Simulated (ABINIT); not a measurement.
# In: single point with PBE

Crystal: In.

```
CELL_PARAMETERS angstrom
-1.88253 1.88253 1.88253
1.88253 -1.88253 1.88253
1.88253 1.88253 -1.88253
ATOMIC_POSITIONS crystal
In 0.00000 0.00000 0.00000
```

This isn't the form of In at room conditions, which is tetragonal.

```json
{"Program": "ABINIT 10.8.3 (patched build)", "Task": "single point", "Functional": "PBE", "Potentials or basis": "JTH PAW PBE v2.0", "Cutoff": "707 eV", "k mesh": "10 × 10 × 10", "Occupations": "fermi-dirac, width 0.05 eV", "Spin": "no spin polarisation"}
```

The pressure is 1.0 GPa and the band gap on the k mesh is none (metal or under the smearing width). The valence electrons inside the program's atomic spheres are In 11.11 (radii [1.3264] Å).

Levels at points of the mesh, in eV from the Fermi level:
```tsv
k point	band 4	band 5	band 6	band 7	band 8	band 9
(0.00, 0.00, 0.00)	-14.33	-14.33	-9.35	10.94	10.94	10.94
(0.50, 0.00, 0.00)	-14.34	-14.17	-3.86	-3.05	5.89	7.33
(0.50, 0.50, 0.50)	-14.21	-14.21	0.95	1.32	1.32	1.32
```

It took 10 s on 1 thread of Intel(R) Xeon(R) 6975P-C (Granite Rapids) (shared host), peak memory 0.11 GiB.
